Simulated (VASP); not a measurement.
# ZrSi2 (Cmcm) in VASP: further runs

One crystal, ZrSi2, is run at these levels: PBEsol, LDA; tasks: relaxation of cell and atoms.

Everything below comes from runs of VASP 6.6.1. Logs are shortened: lines on timing, memory, paths and dates and some standing lists are left out, and cuts for length are marked.

## 1. The crystal as given

It takes space group Cmcm (No. 63, orthorhombic). The conventional cell has a = 3.706 Å, b = 14.735 Å, c = 3.672 Å, α = 90.00°, β = 90.00°, γ = 90.00°. Zr (site symmetry m2m) is surrounded by 10 Si at 2.72 to 2.97 Å. Around Si (site symmetry m2m) lie 2 Si at 2.40 Å and 4 Zr at 2.72 Å. Si (site symmetry m2m) has 4 Si at 2.61 Å and 4 Zr at 2.81 to 2.83 Å as nearest neighbours.

## 2. Relaxation of cell and atoms, PBEsol

Contents of INCAR:

```
ALGO = Normal ; EDIFF = 1E-6
EDIFFG = -0.01 ; ENCUT = 600
GGA = PS ; IBRION = 2
ISIF = 3 ; ISMEAR = 1
KPAR = 2 ; LASPH = True
LCHARG = False ; LREAL = False
LWAVE = False ; NELM = 80
NSW = 90 ; PREC = Accurate
SIGMA = 0.1
```

Contents of KPOINTS:

```
k-points
0
Gamma
  10 10 10
```

Contents of POSCAR:

```
ZrSi2
1.0
    1.8530000000     -7.3675000000      0.0000000000
    1.8530000000      7.3675000000      0.0000000000
    0.0000000000      0.0000000000      3.6720000000
Zr Si
2 4
Direct
    0.8946000000      0.1054000000      0.2500000000
    0.1054000000      0.8946000000      0.7500000000
    0.5522000000      0.4478000000      0.2500000000
    0.4478000000      0.5522000000      0.7500000000
    0.2496000000      0.7504000000      0.2500000000
    0.7504000000      0.2496000000      0.7500000000
```

Potentials or basis: VASP PAW PBE potentials, release 64 (Zr_sv, Si).

Command:

```
$ cat potpaw_PBE.64/Zr_sv/POTCAR potpaw_PBE.64/Si/POTCAR > POTCAR
$ mpirun -np 2 vasp_std > vasp.out
```

OUTCAR:

```text
EDIFF = 1E-6
   EDIFFG = -0.01
   ENCUT = 600
   GGA = PS
   IBRION = 2
   ISIF = 3
   ISMEAR = 1
   LASPH = True
   LREAL = False
   NELM = 80
   NSW = 90
   PREC = Accurate

 ion  position               nearest neighbor table
   1  0.895  0.105  0.250-   4 2.72   4 2.72   4 2.72   4 2.72   6 2.81   6 2.81   5 2.83   5 2.83
                             3 2.97   3 2.97   2 3.61   2 3.61
   2  0.105  0.895  0.750-   3 2.72   3 2.72   3 2.72   3 2.72   5 2.81   5 2.81   6 2.83   6 2.83
                             4 2.97   4 2.97   1 3.61   1 3.61
   3  0.552  0.448  0.250-   4 2.40   4 2.40   2 2.72   2 2.72   2 2.72   2 2.72   1 2.97   1 2.97

   4  0.448  0.552  0.750-   3 2.40   3 2.40   1 2.72   1 2.72   1 2.72   1 2.72   2 2.97   2 2.97

   5  0.250  0.750  0.250-   6 2.61   6 2.61   6 2.61   6 2.61   2 2.81   2 2.81   1 2.83   1 2.83

   6  0.750  0.250  0.750-   5 2.61   5 2.61   5 2.61   5 2.61   1 2.81   1 2.81   2 2.83   2 2.83

  LATTYP: Found a base centered orthorhombic cell.
 ALAT       =     3.7060000000
 B/A-ratio  =     3.9759848894
 C/A-ratio  =     0.9908256881

  Lattice vectors:

 A1 = (   1.8530000000,  -7.3675000000,   0.0000000000)
 A2 = (   1.8530000000,   7.3675000000,   0.0000000000)
 A3 = (   0.0000000000,   0.0000000000,   3.6720000000)

Analysis of symmetry for initial positions (statically):
=====================================================================
 Subroutine PRICEL returns:
 Original cell was already a primitive cell.

 Routine SETGRP: Setting up the symmetry group for a
 base centered orthorhombic supercell.

 Subroutine GETGRP returns: Found  8 space group operations
 (whereof  4 operations were pure point group operations)
 out of a pool of  8 trial point group operations.

The static configuration has the point symmetry C_2h.
 The point group associated with its full space group is D_2h.

Analysis of symmetry for dynamics (positions and initial velocities):
=====================================================================
 Subroutine PRICEL returns:
 Original cell was already a primitive cell.

 Routine SETGRP: Setting up the symmetry group for a
 base centered orthorhombic supercell.

 Subroutine GETGRP returns: Found  8 space group operations
 (whereof  4 operations were pure point group operations)
 out of a pool of  8 trial point group operations.

The dynamic configuration has the point symmetry C_2h.
 The point group associated with its full space group is D_2h.

 Subroutine INISYM returns: Found  8 space group operations
 (whereof  4 operations are pure point group operations),
 and found     1 'primitive' translations

----------------------------------------------------------------------------------------

                                     Primitive cell

  volume of cell :     100.2601

  direct lattice vectors                    reciprocal lattice vectors
     1.853000000 -7.367500000  0.000000000     0.269832704 -0.067865626  0.000000000
     1.853000000  7.367500000  0.000000000     0.269832704  0.067865626  0.000000000
     0.000000000  0.000000000  3.672000000     0.000000000  0.000000000  0.272331155

  length of vectors
     7.596951050  7.596951050  3.672000000     0.278236287  0.278236287  0.272331155

  position of ions in fractional coordinates (direct lattice)
     0.894600000  0.105400000  0.250000000
     0.105400000  0.894600000  0.750000000
     0.552200000  0.447800000  0.250000000
     0.447800000  0.552200000  0.750000000
     0.249600000  0.750400000  0.250000000
     0.750400000  0.249600000  0.750000000

  ion indices of the primitive-cell ions
   primitive index   ion index
                 1           1
                 2           2
                 3           3
                 4           4
                 5           5
                 6           6

----------------------------------------------------------------------------------------

 KPOINTS: k-points

Automatic generation of k-mesh.
 Grid dimensions read from file:
 generate k-points for:   10   10   10

 Generating k-lattice:

  Cartesian coordinates                     Fractional coordinates (reciprocal lattice)
     0.026983270 -0.006786563  0.000000000     0.100000000  0.000000000  0.000000000
     0.026983270  0.006786563  0.000000000     0.000000000  0.100000000  0.000000000
     0.000000000  0.000000000  0.027233115     0.000000000  0.000000000  0.100000000

  Length of vectors
     0.027823629  0.027823629  0.027233115

  Shift w.r.t. Gamma in fractional coordinates (k-lattice)
     0.000000000  0.000000000  0.000000000

 Subroutine IBZKPT returns following result:
 ===========================================

 Found    186 irreducible k-points:

 Following reciprocal coordinates:
            Coordinates               Weight
  0.000000  0.000000  0.000000      1.000000
  0.100000  0.000000  0.000000      4.000000
  0.200000  0.000000  0.000000      4.000000
  0.300000  0.000000  0.000000      4.000000
  0.400000  0.000000  0.000000      4.000000
  0.500000  0.000000  0.000000      2.000000
[... 16 lines left out ...]
  0.300000  0.300000  0.000000      2.000000
  0.400000  0.300000  0.000000      4.000000
 [... further k-points ...]
   k-points           NKPTS =    186   k-points in BZ     NKDIM =    186   number of bands    NBANDS=     24
   number of dos      NEDOS =    301   number of ions     NIONS =      6
   total plane-waves  NPLWV = 122880
   dimension x,y,z NGX =    64 NGY =   64 NGZ =   30
   dimension x,y,z NGXF=   128 NGYF=  128 NGZF=   60
   ions per type =               2   4
   NGX,Y,Z   is equivalent  to a cutoff of  14.01, 14.01, 13.58 a.u.
   NGXF,Y,Z  is equivalent  to a cutoff of  28.01, 28.01, 27.16 a.u.
 SYSTEM =  unknown system
   PREC   = accura    normal or accurate (medium, high low for compatibility)
   ISTART =      0    job   : 0-new  1-cont  2-samecut
   ICHARG =      2    charge: 1-file 2-atom 10-const
   ISPIN  =      1    spin polarized calculation?
   LNONCOLLINEAR =      F non collinear calculations
   LSORBIT =      F    spin-orbit coupling
   LASPH  =      T    aspherical Exc in radial PAW
   ENCUT  =  600.0 eV  44.10 Ry    6.64 a.u.  15.17 15.17  7.33*2*pi/ulx,y,z
   NELM   =     80;   NELMIN=  2; NELMDL= -5     # of ELM steps
   EDIFF  = 0.1E-05   stopping-criterion for ELM
   LREAL  =      F    real-space projection
   EDIFFG = -.1E-01   stopping-criterion for IOM
   NSW    =     90    number of steps for IOM
   IBRION =      2    ionic relax: 0-MD 1-quasi-New 2-CG
   NFREE  =      1    steps in history (QN), initial steepest desc. (CG)
   ISIF   =      3    stress and relaxation
   ISYM   =      2    0-nonsym 1-usesym 2-fastsym
   POTIM  = 0.5000    time-step for ionic-motion
   TEBEG  =    0.0;   TEEND  =   0.0 temperature during run
   PSTRESS=    0.0 pullay stress
   NELECT =      40.0000    total number of electrons
   NUPDOWN=      -1.0000    fix difference up-down
   EMIN   =  10.00;   EMAX   =-10.00  energy-range for DOS
   EFERMI =   0.00;   METHOD = LEGACY
   ISMEAR =     1;   SIGMA  =   0.10  broadening in eV -4-tet -1-fermi 0-gaus
   EFERMI_NEDOS =   21; number of points for ismear=-14 and -15
   IALGO  =     38    algorithm
   IMIX   =      4    mixing-type and parameters
     AMIX     =   0.40;   BMIX     =  1.00
     AMIX_MAG =   1.60;   BMIX_MAG =  1.00
  volume/ion in A,a.u.               =      16.71       112.76
  Fermi-wavevector in a.u.,A,eV,Ry     =   1.205180  2.277461 19.761917  1.452460
  Thomas-Fermi vector in A             =   2.340884
   LORBIT       =      0    0 simple, 1 ext, 2 COOP (PROOUT), +10 PAW based schemes
   GGA     = PS    functional components
   LHFCALC =     F    Hartree Fock is set to
   AEXX    =    0.0000 exact exchange contribution
   IVDW    =     0    specifies the selected vdW correction
   LEPSILON=     F    determine dielectric tensor
   LRPA    =     F    only Hartree local field effects (RPA)
 conjugate gradient relaxation of ions
 non-spin polarized calculation
 Methfessel and Paxton  Order N= 1 SIGMA  =   0.10
  energy-cutoff  :      600.00
  volume of cell :      100.26
 maximum number of plane-waves:      3386
 NGX is ok and might be reduce to    64
   NGX = 31   NGY = 31   NGZ = 15

--------------------------------------- Ionic step        1  -------------------------------------------

 number of electron      40.0000000 magnetization

 Free energy of the ion-electron system (eV)
  ---------------------------------------------------
  ext. energy  EPLUGINS =         0.00000000
  ---------------------------------------------------
  free energy    TOTEN  =       -45.68334234 eV

  energy without entropy =      -45.68289011  energy(sigma->0) =      -45.68319160

 E-fermi :   9.9657     XC(G=0): -11.3637

 val. band max:        9.9567170552   @ k =   0.5000   0.4000   0.1000
 cond. band min:       9.9736778963   @ k =  -0.4000   0.2000   0.1000
 fundamental gap:      0.0169608411
 Fermi energy:         9.9657017427

 k-point     1 :       0.0000    0.0000    0.0000
  band No.  band energies     occupation
      1     -38.7025      2.00000
      2     -38.6898      2.00000
      3     -16.9730      2.00000
      4     -16.8298      2.00000
      5     -16.8070      2.00000
      6     -16.8039      2.00000
[... 637 lines left out ...]
     23      10.7509     -0.00000
     24      11.8806     -0.00000

 [... further k-points ...]
[... 5 lines left out ...]
  --------------------------------------------------------------------------------------
  -------------------------------------------------------------------------------------
  Total       -2.1871941     -1.4673153     -1.4133311      0.0000000      0.0000000      0.0000000
  in kB      -34.9518108    -23.4479988    -22.5853214      0.0000000      0.0000000      0.0000000
  external PRESSURE =     -26.9950436 kB  Pullay stress =       0.0000000 kB
[... 305 lines left out ...]
  energy  without entropy=      -45.7092844660  energy(sigma->0) =      -45.70957354

--------------------------------------- Ionic step        9  -------------------------------------------

 number of electron      39.9999999 magnetization

 Free energy of the ion-electron system (eV)
  ---------------------------------------------------
  ext. energy  EPLUGINS =         0.00000000
  ---------------------------------------------------
  free energy    TOTEN  =       -45.70975216 eV

  energy without entropy =      -45.70931719  energy(sigma->0) =      -45.70960717

 E-fermi :  10.2467     XC(G=0): -11.4691

 val. band max:       10.2330816666   @ k =  -0.4000   0.2000   0.1000
 cond. band min:      10.2485422138   @ k =   0.2000   0.0000   0.0000
 fundamental gap:      0.0154605472
 Fermi energy:        10.2467425449

 k-point     1 :       0.0000    0.0000    0.0000
  band No.  band energies     occupation
      1     -38.3209      2.00000
      2     -38.3055      2.00000
      3     -16.6213      2.00000
      4     -16.4616      2.00000
      5     -16.4349      2.00000
      6     -16.4281      2.00000
[... 637 lines left out ...]
     23      11.0835     -0.00000
     24      12.2171     -0.00000

 [... further k-points ...]
[... 5 lines left out ...]
  --------------------------------------------------------------------------------------
  -------------------------------------------------------------------------------------
  Total        0.0244513      0.0174154      0.0414714      0.0000000      0.0000000      0.0000000
  in kB        0.3999454      0.2848614      0.6783408      0.0000000      0.0000000      0.0000000
  external PRESSURE =       0.4543825 kB  Pullay stress =       0.0000000 kB
[... 21 lines left out ...]
  FREE ENERGIE OF THE ION-ELECTRON SYSTEM (eV)
  ---------------------------------------------------
  free  energy   TOTEN  =       -45.7097521591 eV

  energy  without entropy=      -45.7093171891  energy(sigma->0) =      -45.70960717

 reached required accuracy - stopping structural energy minimisation
```

Wall time 23 min (2 MPI ranks of Intel Xeon Platinum 8488C (Sapphire Rapids), shared host); peak memory 0.68 GiB.

What came out:

| Item | Value |
| --- | --- |
| Free energy | -45.7098 eV |
| Relaxed volume | 16.33 Å³/atom |
| Relaxed cell | a = 7.514 Å, b = 7.514 Å, c = 3.658 Å, α = 90.00°, β = 90.00°, γ = 151.69° |
| Space group after relaxing (to 0.05 Å) | Cmcm (No. 63) |
| Energy gained by relaxing | 4.4 meV/atom |
| Ionic steps | 9 |
| Pressure after relaxing | 0.0 GPa |
| Largest force after relaxing | 0.005 eV/Å |
| Band gap on the k mesh | none (metal or under the smearing width) |

Forces on the atoms (eV/Å):
```
Zr   0.000  0.003  0.000
Zr   0.000 -0.003  0.000
Si   0.000  0.000  0.000
Si   0.000  0.000  0.000
Si   0.000 -0.005  0.000
Si   0.000  0.005  0.000
```

Step by step:
```
step  energy change (eV)  largest force (eV/Å)  pressure (GPa)  volume (Å³)
   1              0.0000                0.1978           -2.70       100.26
   2             -0.0057                0.1669            2.92        96.23
   3             -0.0212                0.1807            0.23        98.06
   4             -0.0248                0.0779            0.04        98.08
   5             -0.0251                0.0364           -0.03        98.08
   6             -0.0261                0.0213           -0.03        98.04
   7             -0.0264                0.0093           -0.03        98.01
   8             -0.0264                0.0099           -0.03        98.01
   9             -0.0264                0.0051            0.05        97.95
```

Final structure:
```yaml
crystal:
  lattice:
    - [1.83773, -7.28568, 0.00000]
    - [1.83773, 7.28568, 0.00000]
    - [0.00000, 0.00000, 3.65787]
  atoms:
    - { symbol: Zr, position: [0.89529, 0.10471, 0.25000] }
    - { symbol: Zr, position: [0.10471, 0.89529, 0.75000] }
    - { symbol: Si, position: [0.55390, 0.44610, 0.25000] }
    - { symbol: Si, position: [0.44610, 0.55390, 0.75000] }
    - { symbol: Si, position: [0.25020, 0.74980, 0.25000] }
    - { symbol: Si, position: [0.74980, 0.25020, 0.75000] }
```

Caveat: the PAW data sets were made with another functional, which shifts forces and pressure a little.

## 3. Relaxation of cell and atoms, PBEsol

This run uses another cell than the first one, of 16.33 Å³/atom, 0.977 times its volume.

INCAR, as its differences from that of step 2:

```diff
@@ -1,3 +1,3 @@
-ALGO = Normal ; EDIFF = 1E-6
-EDIFFG = -0.01 ; ENCUT = 600
+ALGO = Normal ; EDIFF = 1E-7
+EDIFFG = -0.005 ; ENCUT = 600
 GGA = PS ; IBRION = 2
```

KPOINTS is that of step 2.

Contents of POSCAR:

```
ZrSi2                                   
1.0
    1.8377347346     -7.2856840554     -0.0000000000
    1.8377347346      7.2856840554      0.0000000000
    0.0000000000      0.0000000000      3.6578681662
  Zr              Si            
     2     4
Direct
     0.8952928212786950    0.1047071787213050    0.2500000000000000
     0.1047071787213050    0.8952928212786950    0.7500000000000000
     0.5539033154748413    0.4460966845251587    0.2500000000000000
     0.4460966845251587    0.5539033154748413    0.7500000000000000
     0.2501973521067221    0.7498026478932778    0.2500000000000000
     0.7498026478932778    0.2501973521067221    0.7500000000000000
```

Potentials or basis: VASP PAW PBE potentials, release 64 (Zr_sv, Si).

Command:

```
$ cat potpaw_PBE.64/Zr_sv/POTCAR potpaw_PBE.64/Si/POTCAR > POTCAR
$ mpirun -np 2 vasp_std > vasp.out
```

It took 10 min on 2 MPI ranks of Intel Xeon Platinum 8488C (Sapphire Rapids), shared host; peak memory 0.64 GiB.

Results (log left out):

```yaml
Free_energy: -45.7093 eV
Relaxed_volume: 16.33 Å³/atom
Relaxed_cell: a = 7.514 Å, b = 7.514 Å, c = 3.659 Å, α = 90.00°, β = 90.00°, γ = 151.69°
Space_group_after_relaxing_to_0.05_Å: Cmcm (No. 63)
Energy_gained_by_relaxing: 0.0 meV/atom
Ionic_steps: 3
Pressure_after_relaxing: 0.0 GPa
Largest_force_after_relaxing: 0.004 eV/Å
Band_gap_on_the_k_mesh: none (metal or under the smearing width)
```

Forces in eV/Å, atoms in the order of the input:
```
Zr   0.000  0.002  0.000
Zr   0.000 -0.002  0.000
Si   0.000  0.001  0.000
Si   0.000 -0.001  0.000
Si   0.000 -0.004  0.000
Si   0.000  0.004  0.000
```

Final structure:
```
Zr Si
1.0
     1.83792   -7.28614    0.00000
     1.83792    7.28614    0.00000
     0.00000    0.00000    3.65855
Zr Si
2 4
Direct
  0.89529 0.10471 0.25000
  0.10471 0.89529 0.75000
  0.55390 0.44610 0.25000
  0.44610 0.55390 0.75000
  0.25021 0.74979 0.25000
  0.74979 0.25021 0.75000
```

Levels at points of the mesh, in eV from the Fermi level:
| k point | band 16 | band 17 | band 18 | band 19 | band 20 | band 21 | band 22 | band 23 | band 24 |
| --- | --- | --- | --- | --- | --- | --- | --- | --- | --- |
| (0.00, 0.00, 0.00) | -2.48 | -2.40 | -2.40 | -2.33 | 0.01 | 1.08 | 1.36 | 1.46 | 1.60 |
| (0.50, 0.00, 0.00) | -2.61 | -1.77 | -1.58 | -0.89 | -0.49 | -0.46 | 0.96 | 0.99 | 2.11 |
| (0.50, 0.50, 0.00) | -2.76 | -2.70 | -1.87 | -1.48 | 0.41 | 0.99 | 1.16 | 1.45 | 1.73 |
| (0.00, 0.00, 0.50) | -2.50 | -1.96 | -1.96 | -0.06 | -0.06 | 0.21 | 0.21 | 1.60 | 1.60 |
| (0.50, 0.00, 0.50) | -3.81 | -3.22 | -3.22 | -2.19 | -2.19 | 2.22 | 2.22 | 3.16 | 3.16 |
| (0.50, 0.50, 0.50) | -3.00 | -2.26 | -2.26 | -0.93 | -0.93 | 0.11 | 0.11 | 2.33 | 2.33 |

Caveat: the PAW data sets were made with another functional, which shifts forces and pressure a little.

(Continued in part 2 of 2.)
